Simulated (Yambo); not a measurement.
# WC (Fm-3m) in Yambo: a series of runs

Runs on WC. Level: PBEsol. Tasks: optical spectrum.

All numbers are computed with Yambo 5.3.0; they aren't measurements. Logs are shortened: lines on timing, memory, paths and dates and some standing lists are left out, and cuts for length are marked.

## Step 1: The crystal as given

Symmetry: Fm-3m, No. 225, cubic system. The conventional cell has a = 4.385 Å, b = 4.385 Å, c = 4.385 Å, α = 90.00°, β = 90.00°, γ = 90.00°. Around W (site symmetry m-3m) lie 6 C at 2.19 Å. Around C (site symmetry m-3m) lie 6 W at 2.19 Å.

Measurements of this composition are mostly on another form, of space group No. 187.

## Step 2: Optical spectrum, PBEsol

Input file optics0.in:

```
optics
chi
Chimod= "IP"
% BndsRnXd
 1 | 34 |
%
% LongDrXd
 1 | 0 | 0 |
%
% QpntsRXd
 1 | 1 |
%
% EnRngeXd
 0 | 20 | eV
%
% DmRngeXd
 0.1 | 0.1 | eV
%
ETStpsXd= 200
```

Input file scf.in:

```
&CONTROL
  calculation = 'scf'
  prefix = 'pwscf'
  outdir = './tmp'
  pseudo_dir = './pseudo'
/
&SYSTEM
  ibrav = 0
  nat = 2
  ntyp = 2
  ecutwfc = 82
  nbnd = 15
  occupations = 'smearing'
  smearing = 'fd'
  degauss = 0.00367493
  force_symmorphic = .true.
/
&ELECTRONS
  conv_thr = 4d-10
  electron_maxstep = 120
  mixing_beta = 0.5
/
ATOMIC_SPECIES
W    183.8400 W.upf
C     12.0110 C.upf
CELL_PARAMETERS angstrom
   0.0000000000    2.1926840000    2.1926840000
   2.1926840000    0.0000000000    2.1926840000
   2.1926840000    2.1926840000    0.0000000000
ATOMIC_POSITIONS crystal
W      0.0000000000    0.0000000000    0.0000000000
C      0.5000000000    0.5000000000    0.5000000000
K_POINTS automatic
12 12 12 0 0 0
```

Input file nscf.in:

```
&CONTROL
  calculation = 'nscf'
  prefix = 'pwscf'
  outdir = './tmp'
  pseudo_dir = './pseudo'
/
&SYSTEM
  ibrav = 0
  nat = 2
  ntyp = 2
  ecutwfc = 82
  nbnd = 39
  occupations = 'smearing'
  smearing = 'fd'
  degauss = 0.00367493
  force_symmorphic = .true.
/
&ELECTRONS
  conv_thr = 1d-08
  diago_full_acc = .true.
  diago_thr_init = 1d-06
/
ATOMIC_SPECIES
W    183.8400 W.upf
C     12.0110 C.upf
CELL_PARAMETERS angstrom
   0.0000000000    2.1926840000    2.1926840000
   2.1926840000    0.0000000000    2.1926840000
   2.1926840000    2.1926840000    0.0000000000
ATOMIC_POSITIONS crystal
W      0.0000000000    0.0000000000    0.0000000000
C      0.5000000000    0.5000000000    0.5000000000
K_POINTS automatic
12 12 12 0 0 0
```

Potentials or basis: PseudoDojo 0.4.1 SR PBEsol standard.

Launch:

```sh
$ OMP_NUM_THREADS=1 pw.x -in scf.in > scf.out
$ OMP_NUM_THREADS=1 pw.x -in nscf.in > nscf.out
$ cd tmp/pwscf.save; p2y; mv SAVE ../..; cd ../..
$ OMP_NUM_THREADS=1 yambo
$ OMP_NUM_THREADS=1 yambo -F optics0.in -J optics0 -C optics0_out
```

Yambo's report:

```text
[... sections 02.01 to 02.04 as in the set-up run ...]

  [02.05] Energies & Occupations
  ==============================

  [X] === General ===
  [X] Electronic Temperature                        :  0.258606E-1   300.100    [eV K]
  [X] Bosonic    Temperature                        :  0.258606E-1   300.100    [eV K]
  [X] Finite Temperature mode                       : yes
  [X] El. density                                   :  0.85372E+24 [cm-3]
  [X] Fermi Level                                   :  21.55292 [eV]

  [X] === Gaps and Widths ===
  [X] Conduction Band Min                           :  21.55292 [eV]
  [X] Valence Band Max                              :  21.55292 [eV]
  [X] Filled Bands                                  :   8
  [X] Metallic Bands                                :   9  13
  [X] Empty Bands                                   :   14   39

  [X] === Metallic Characters ===
  [X] N of el / N of met el                         :  18.00000   2.31501
  [X] Average metallic occ.                         :  0.115750

  [WARNING] [X] Metallic system

 [03] Transferred momenta grid and indexing
 ==========================================

 IBZ Q-points                                      :   72
 BZ  Q-points                                      :  1728

 K/Q-points units:
 rlu = crystal or reduced units; cc = cartesian coordinates; iku = interal k-units

 Q [ 1]         [rlu]:  0.000000  0.000000  0.000000
 Q [ 2]         [rlu]: -0.16130E-17 -0.16130E-17  0.83333E-01
 Q [ 3]         [rlu]: -0.32259E-17 -0.32259E-17  0.16667
 Q [ 4]         [rlu]: -0.92651E-17  0.46127E-17  0.25000
 Q [ 5]         [rlu]: -0.64519E-17 -0.64519E-17  0.33333
 Q [ 6]         [rlu]:  0.13868E-17  0.13868E-17  0.41667
 Q [ 7]         [rlu]:  0.18530E-16 -0.92254E-17 -0.50000
 Q [ 8]         [rlu]: -0.10970E-16  0.83333E-01  0.83333E-01
 Q [ 9]         [rlu]: -0.16130E-17  0.83333E-01  0.16667
 Q [10]         [rlu]: -0.17104E-16  0.83333E-01  0.25000
 Q [11]         [rlu]: -0.92651E-17  0.83333E-01  0.33333
 Q [12]         [rlu]: -0.15304E-16  0.83333E-01  0.41667
 Q [13]         [rlu]: -0.36420E-16  0.83333E-01  0.50000
 Q [14]         [rlu]:  0.82546E-18  0.83333E-01 -0.41667
 Q [15]         [rlu]:  0.44074E-16  0.83333E-01 -0.33333
[... 33 lines left out ...]
 Q [49]         [rlu]:  0.083333  0.250000  0.333333
 Q [50]         [rlu]:  0.083333  0.250000  0.416667

 Remaining 22 points informations can be written running with -fatlog

 [WARNING] [Xd] User bands 1-34 break level degeneracy

 [04] Dipoles
 ============

  [04.01] Setup: observables and procedures
  =========================================

  [WF-Oscillators/G space/Transverse up loader] Normalization (few states)  min/max  :  0.33503E-16   1.0000

  [WR./optics0//ndb.dipoles]------------------------------------------------------
   Brillouin Zone Q/K grids (IBZ/BZ)                :    72  1728    72  1728
   RL vectors                                       :  2421 [WF]
   Fragmentation                                    : yes
   Electronic Temperature                           :  300.1000 [K]
   Bosonic    Temperature                           :  300.1000 [K]
   DIP band range                                   :    1   34
   DIP band range limits                            :  13   9
   DIP e/h energy range                             : -1.000000 -1.000000 [eV]
   RL vectors in the sum                            :  2421
   [r,Vnl] included                                 : yes
   Bands ordered                                    : yes
   Direct v evaluation                              : no
   Approach used                                    : G-space v
   Dipoles computed                                 : R V P [G-space]
   Wavefunctions                                    : Perdew, Burke & Ernzerhof SOL(X)+Perdew, Burke & Ernzerhof SOL(C)

  [WARNING] [r,Vnl^pseudo] included in position and velocity dipoles.

  [WARNING] In case H contains other non local terms, these are neglected

 [05] Optics
 ===========

 [X-CG] R(p) Tot o/o(of R):    14493   400650      100

 [WARNING] The system is a metal but Drude term not included.
```

r_setup:

```text
[02] CORE Variables Setup
 =========================

  [02.01] Unit cells
  ==================

  Cell kind             :  FCC
  Atoms in the cell     :  W  C
  number of W  atoms    :  1
  number of C  atoms    :  1
[... 611 lines left out ...]

  [03.01] X indexes
  =================

   [03.01.01] Sigma indexes
   ========================

   [WR./SAVE//ndb.kindx]-----------------------------------------------------------
    Fragmentation                                    : no
    Polarization last K ( bz)                        :  1728
    Polarization last K (ibz)                        :   72
    QP states                                        :    1   72
    X grid is uniform                                : yes
    Grids (string)                                   :  X S
    Grids (int-vector)                               :  1  0  0  1
```

Wall time 73 s (1 thread of Arm Neoverse V2, shared host); peak memory 0.27 GiB.

Results:

```
Band gap on the k mesh, mean-field level : none (metal or under the smearing width)
```

Dielectric function (along the field direction of the input):
```tsv
energy (eV)	real part	imaginary part
0.30	54.01	5.92
1.31	12.98	27.90
2.31	6.54	14.43
3.32	10.82	13.30
4.42	3.21	10.42
5.43	1.71	7.51
6.43	2.33	11.13
7.54	0.14	7.59
8.54	-4.75	6.21
9.55	-0.59	4.03
10.65	0.14	4.70
11.66	-0.56	3.47
12.66	-1.12	5.16
13.77	-1.63	4.08
14.77	-2.50	3.37
15.78	-1.09	1.58
16.88	-0.95	0.94
17.89	-0.35	1.14
18.89	-0.22	1.29
20.00	-0.16	0.97
```

Caveat: the intraband (Drude) term of the metal is left out; the ground state has no gap, which makes the many-body step unreliable; spectra need much finer meshes, so this one isn't converged; independent-particle spectra lack excitons. Spin-orbit coupling is left out, which matters for the levels of W.

## Step 3: Optical spectrum, PBEsol

Input file optics1.in:

```
optics
chi
Chimod= "HARTREE"
% BndsRnXd
 1 | 34 |
%
NGsBlkXd= 3 Ry
% LongDrXd
 1 | 0 | 0 |
%
% QpntsRXd
 1 | 1 |
%
% EnRngeXd
 0 | 20 | eV
%
% DmRngeXd
 0.1 | 0.1 | eV
%
ETStpsXd= 200
```

scf.in is that of step 2.

nscf.in is that of step 2.

Potentials or basis: PseudoDojo 0.4.1 SR PBEsol standard.

Launch:

```sh
$ OMP_NUM_THREADS=1 pw.x -in scf.in > scf.out
$ OMP_NUM_THREADS=1 pw.x -in nscf.in > nscf.out
$ cd tmp/pwscf.save; p2y; mv SAVE ../..; cd ../..
$ OMP_NUM_THREADS=1 yambo
$ OMP_NUM_THREADS=1 yambo -F optics1.in -J optics1 -C optics1_out
```

Yambo's report:

```text
[... sections 02.01 to 02.04 as in the set-up run ...]

  [02.05] Energies & Occupations
  ==============================

  [X] === General ===
  [X] Electronic Temperature                        :  0.258606E-1   300.100    [eV K]
  [X] Bosonic    Temperature                        :  0.258606E-1   300.100    [eV K]
  [X] Finite Temperature mode                       : yes
  [X] El. density                                   :  0.85372E+24 [cm-3]
  [X] Fermi Level                                   :  21.55292 [eV]

  [X] === Gaps and Widths ===
  [X] Conduction Band Min                           :  21.55292 [eV]
  [X] Valence Band Max                              :  21.55292 [eV]
  [X] Filled Bands                                  :   8
  [X] Metallic Bands                                :   9  13
  [X] Empty Bands                                   :   14   39

  [X] === Metallic Characters ===
  [X] N of el / N of met el                         :  18.00000   2.31501
  [X] Average metallic occ.                         :  0.115750

  [WARNING] [X] Metallic system

 [03] Transferred momenta grid and indexing
 ==========================================

 IBZ Q-points                                      :   72
 BZ  Q-points                                      :  1728

 K/Q-points units:
 rlu = crystal or reduced units; cc = cartesian coordinates; iku = interal k-units

 Q [ 1]         [rlu]:  0.000000  0.000000  0.000000
 Q [ 2]         [rlu]: -0.16130E-17 -0.16130E-17  0.83333E-01
 Q [ 3]         [rlu]: -0.32259E-17 -0.32259E-17  0.16667
 Q [ 4]         [rlu]: -0.92651E-17  0.46127E-17  0.25000
 Q [ 5]         [rlu]: -0.64519E-17 -0.64519E-17  0.33333
 Q [ 6]         [rlu]:  0.13868E-17  0.13868E-17  0.41667
 Q [ 7]         [rlu]:  0.18530E-16 -0.92254E-17 -0.50000
 Q [ 8]         [rlu]: -0.10970E-16  0.83333E-01  0.83333E-01
 Q [ 9]         [rlu]: -0.16130E-17  0.83333E-01  0.16667
 Q [10]         [rlu]: -0.17104E-16  0.83333E-01  0.25000
 Q [11]         [rlu]: -0.92651E-17  0.83333E-01  0.33333
 Q [12]         [rlu]: -0.15304E-16  0.83333E-01  0.41667
 Q [13]         [rlu]: -0.36420E-16  0.83333E-01  0.50000
 Q [14]         [rlu]:  0.82546E-18  0.83333E-01 -0.41667
 Q [15]         [rlu]:  0.44074E-16  0.83333E-01 -0.33333
[... 33 lines left out ...]
 Q [49]         [rlu]:  0.083333  0.250000  0.333333
 Q [50]         [rlu]:  0.083333  0.250000  0.416667

 Remaining 22 points informations can be written running with -fatlog

 [WARNING] [Xd] User bands 1-34 break level degeneracy

 [04] Dipoles
 ============

  [04.01] Setup: observables and procedures
  =========================================

  [WF-Oscillators/G space/Transverse up loader] Normalization (few states)  min/max  :  0.33503E-16   1.0000

  [WR./optics1//ndb.dipoles]------------------------------------------------------
   Brillouin Zone Q/K grids (IBZ/BZ)                :    72  1728    72  1728
   RL vectors                                       :  2421 [WF]
   Fragmentation                                    : yes
   Electronic Temperature                           :  300.1000 [K]
   Bosonic    Temperature                           :  300.1000 [K]
   DIP band range                                   :    1   34
   DIP band range limits                            :  13   9
   DIP e/h energy range                             : -1.000000 -1.000000 [eV]
   RL vectors in the sum                            :  2421
   [r,Vnl] included                                 : yes
   Bands ordered                                    : yes
   Direct v evaluation                              : no
   Approach used                                    : G-space v
   Dipoles computed                                 : R V P [G-space]
   Wavefunctions                                    : Perdew, Burke & Ernzerhof SOL(X)+Perdew, Burke & Ernzerhof SOL(C)

  [WARNING] [r,Vnl^pseudo] included in position and velocity dipoles.

  [WARNING] In case H contains other non local terms, these are neglected

 [05] Optics
 ===========

 [X-CG] R(p) Tot o/o(of R):    14493   400650      100

 [WARNING] The system is a metal but Drude term not included.
```

o-optics1.eps_q1_inv_rpa_dyson:

```text
# Absorption @ Q(1):   1.00000000      0.00000000      0.00000000    [q->0 direction]
#
# [ X ] Hartree size                              :  27
# [GEN] GF Energies                               : Perdew, Burke & Ernzerhof SOL(X)+Perdew, Burke & Ernzerhof SOL(C)
# [GEN] Green`s Function                          : Retarded
#
# [GEN] Gauge                                     : Length
# [GEN] [r,Vnl] included                          : yes
#
#    E[1] [eV]          Im(eps)            Re(eps)            Im(eps_o)          Re(eps_o)
#
        0.000000           0.202783E-8        48.86299          -0.67246E-15        48.94546
        0.100503           1.820646           49.17878           1.821677           49.26171
        0.201005           3.341308           50.41864           3.343838           50.50307
        0.301508           5.911023           53.92376           5.916438           54.01112
        0.402010           12.18898           59.85554           12.20182           59.94769
        0.502513           30.37564           64.68033           30.41123           64.77102
[... 192 lines left out ...]
        19.89950           0.940074          -0.354701           1.003125          -0.290693
        20.00000           0.902377          -0.242715           0.967103          -0.161639
#
```

It took 77 s on 1 thread of Arm Neoverse V2, shared host; peak memory 0.56 GiB.

What came out:

* Band gap on the k mesh, mean-field level: none (metal or under the smearing width)

Dielectric function (along the field direction of the input):
```tsv
energy (eV)	real part	imaginary part
0.30	53.92	5.91
0.90	35.89	41.36
1.61	5.95	13.81
2.31	6.56	14.56
3.02	7.68	10.64
3.62	5.15	12.90
4.32	0.14	10.77
5.03	1.39	9.57
5.73	4.32	6.46
6.33	3.90	11.58
7.04	-0.40	7.61
7.74	1.06	6.99
8.44	-6.03	8.91
9.05	-1.29	5.60
9.75	-0.24	5.94
10.45	-0.66	3.74
11.16	-1.55	5.02
11.76	-1.22	4.09
12.46	-0.83	4.26
13.17	-1.36	3.52
13.87	-2.11	3.53
14.47	-1.52	2.79
15.18	-2.69	2.06
15.88	-1.27	1.62
16.58	-1.04	1.42
17.19	-0.68	1.21
17.89	-0.41	1.01
18.59	-0.44	1.46
19.30	-0.51	1.40
20.00	-0.24	0.90
```

Caveat: the intraband (Drude) term of the metal is left out; the ground state has no gap, which makes the many-body step unreliable; spectra need much finer meshes, so this one isn't converged; these spectra lack excitons. Spin-orbit coupling is left out, which matters for the levels of W.
